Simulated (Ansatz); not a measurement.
HgTe (Coloradoite):

```xyz
2
Lattice="0.0000 3.2145 3.2145 3.2145 0.0000 3.2145 3.2145 3.2145 0.0000" Properties=species:S:1:pos:R:3 pbc="T T T"
Hg    0.0000    0.0000    0.0000
Te    4.8217    4.8217    4.8217
```

```yaml
Program: Ansatz 0.2.0
Task: relaxation of cell and atoms
Functional: PBE
Dispersion: D4
Potentials_or_basis: all-electron LAPW, scalar-relativistic
Basis_error_allowed: 0.001 eV/atom
k_mesh: 7 × 7 × 7
Occupations: fermi-dirac, width 0.05 eV
Spin: no spin polarisation
```

At the start: volume 33.22 Å³/atom.

**Question.** How do energy, volume and symmetry change on relaxing?

**Answer.** Over 5 steps the energy falls by 13.1 meV/atom and the volume is 35.02 Å³/atom (+5.4 %); space group F-43m (No. 216, to 0.05 Å).

Step by step:
```
step  energy change (eV)  largest force (eV/Å)  volume (Å³)
   1              0.0000                0.0000        66.43
   2             -0.0176                0.0000        72.34
   3             -0.0262                0.0000        70.30
   4             -0.0263                0.0000        70.04
   5             -0.0263                0.0000        70.04
```

Final structure:
```
Hg Te
1.0
     0.00000    3.27171    3.27171
     3.27171    0.00000    3.27171
     3.27171    3.27171    0.00000
Hg Te
1 1
Direct
  0.00000 0.00000 0.00000
  0.75000 0.75000 0.75000
```
